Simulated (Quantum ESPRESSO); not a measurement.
Crystal: Te2Mo.

```xyz
6
Lattice="3.5182 0.0000 0.0000 -1.7591 3.0469 0.0000 0.0000 0.0000 13.9736" Properties=species:S:1:pos:R:3 pbc="T T T"
Te    1.7591    1.0156    5.2960
Te    0.0000    2.0312   12.2828
Te    1.7591    1.0156    1.6908
Te    0.0000    2.0312    8.6776
Mo    1.7591    1.0156   10.4802
Mo    0.0000    2.0312    3.4934
```

Base run:

```yaml
Program: Quantum ESPRESSO 7.5
Functional: PBEsol
Potentials_or_basis: GBRV 1.5 PBEsol
Cutoff: 612 eV
Density_cutoff: 4898 eV
k_mesh: 9 × 9 × 2
Occupations: fermi-dirac, width 0.05 eV
Spin: no spin polarisation
```

Its results: band gap on the k mesh 0.70 eV, indirect (least direct gap 1.03 eV); pressure -0.3 GPa; largest force 0.040 eV/Å.

Question: The run is repeated on the same cell with these changes: functional from PBEsol to LDA; potentials or basis from GBRV 1.5 PBEsol to GBRV 1.5 LDA. What comes out?

Answer: Band gap on the k mesh 0.70 eV, indirect (least direct gap 1.03 eV); pressure -2.1 GPa; largest force 0.139 eV/Å.

Caveats: spin-orbit coupling is left out, which moves the levels of the heavy elements; this functional lacks dispersion, which binds the layers, so the pressure and a relaxed spacing across them are unreliable (some runs).

A k mesh can miss the band edges.

Not every run made on this cell is shown here.
